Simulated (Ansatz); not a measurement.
# TaC: the cost of one run

Program: Ansatz 0.2.0. Level of theory: DFT PBEsol, scalar-relativistic, plane waves, PAW. These are calculated values, not measurements.

4 further runs of the same task are left out: 3 that didn't finish, 1 set aside as unsound or not needed.

## Step 1: The structure to begin with

Symmetry: Fm-3m, No. 225, cubic system. Conventional cell: a = 4.440 Å, b = 4.440 Å, c = 4.440 Å, α = 90.00°, β = 90.00°, γ = 90.00°. Around Ta (site symmetry m-3m) lie 6 C at 2.22 Å. C (site symmetry m-3m) is surrounded by 6 Ta at 2.22 Å.

Structure file:

```cif
data_structure
_symmetry_space_group_name_H-M 'P 1'
_symmetry_Int_Tables_number 1
_cell_length_a 3.1393
_cell_length_b 3.1393
_cell_length_c 3.1393
_cell_angle_alpha 60.000
_cell_angle_beta 60.000
_cell_angle_gamma 60.000
_cell_volume 21.88
loop_
_atom_site_label
_atom_site_type_symbol
_atom_site_fract_x
_atom_site_fract_y
_atom_site_fract_z
_atom_site_occupancy
Ta1 Ta 0.00000 0.00000 0.00000 1
C1 C 0.50000 0.50000 0.50000 1
```

This cell was relaxed beforehand with the same method: volume 10.94 Å³/atom, gap on the mesh none (metal).

## Step 2: Cutting the slab

Miller indices refer to the conventional cell of the relaxed bulk, Fm-3m (No. 225): a = 4.440 Å, b = 4.440 Å, c = 4.440 Å, α = 90.00°, β = 90.00°, γ = 90.00°.

A (100) slab, 6.7 Å thick as cut, with 17 Å of vacuum; its outer planes are TaC (top) and TaC (bottom).

The slab as cut. Layers, bottom to top:

```
plane  atoms per cell  height over the lowest (Å)
    1             TaC                        0.00
    2             TaC                        2.22
    3             TaC                        4.44
    4             TaC                        6.66
```

## Step 3: The clean surface, relaxed

Input file input.yaml:

```yaml
crystal:
  lattice:
    - [3.1393032033, 0.0, 0.0]
    - [0.0, 3.1393032033, 0.0]
    - [0.0, 0.0, 23.6594677497]
  atoms:
    - { symbol: Ta, position: [0.5, 0.5, 0.3592642104] }
    - { symbol: C, position: [0.0, 0.0, 0.3592642104] }
    - { symbol: Ta, position: [0.0, 0.0, 0.4530880701] }
    - { symbol: C, position: [0.5, 0.5, 0.4530880701] }
    - { symbol: Ta, position: [0.5, 0.5, 0.5469119299] }
    - { symbol: C, position: [0.0, 0.0, 0.5469119299] }
    - { symbol: Ta, position: [0.0, 0.0, 0.6407357896] }
    - { symbol: C, position: [0.5, 0.5, 0.6407357896] }
basis:
  ecutwfc: 420
kpoints:
  mp_grid: { grid: [9, 9, 1] }
hamiltonian:
  xc: pbesol
scf:
  occupations: { method: gaussian, width: 0.1 }
output:
  forces: true
  eigenvalues: true
  write_density: true
  write_potential: true
  elf: true
  volumetric_format: npy
relax:
  adjacent_minimum: "off"
  f_tol: 0.03
  max_steps: 70
  constraints: [{ sites: [0, 1, 2, 3] }]
efield:
  axis: 3
  dipole_correction: true
  ramp_width: 0.04
```

Run with:

```
$ ansatz run input.yaml --threads 1 --pin off --max-ram 2560MiB --backend cpu --events-out ev --progress --plain --runs-dir out
```

**Question.** How long does this run take on 1 thread of AMD EPYC 7R43 (Zen 3), shared host, and how much memory does it need?

About 1.8 min, with a peak of 0.49 GiB.
